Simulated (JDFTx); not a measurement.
Sb, 1 atom in the cell. It takes space group Pm-3m (No. 221, cubic). Conventional cell: a = 3.160 Å, b = 3.160 Å, c = 3.160 Å, α = 90.00°, β = 90.00°, γ = 90.00°. Sb (site symmetry m-3m) is surrounded by 6 Sb at 3.16 Å. This isn't the form of Sb at room conditions, which is rhombohedral.

```yaml
Program: JDFTx 1.7.0 (patched build)
Task: single point
Functional: PBE
Potentials_or_basis: PseudoDojo-SR-PBE-0.5-standard
Cutoff: 1088 eV
Density_cutoff: 4354 eV
k_mesh: 8 × 8 × 8
Occupations: fermi-dirac, width 0.05 eV
Spin: no spin polarisation
Bands: 13
Density_cutoff_over_wavefunction_cutoff: 4
Max_SCF_steps: 100
SCF_threshold_on_the_energy: 1e-08 Ha
Solver_of_the_electrons: scf
Further_solve_for_the_empty_bands: yes
```

Potentials or basis: PseudoDojo-SR-PBE-0.5-standard.

Command:

```bash
$ jdftx -c 1 -i Sb.in -o Sb.out
```

Hardware: 1 thread of Arm Neoverse V1 (shared host).

**Question.** How long does it take, and how much memory?

**Answer.** It took 55 s on 1 thread of Arm Neoverse V1 (shared host), peak memory 0.08 GiB. Counts: scf iterations 17, bands 13, k points 35, plane waves 2571.
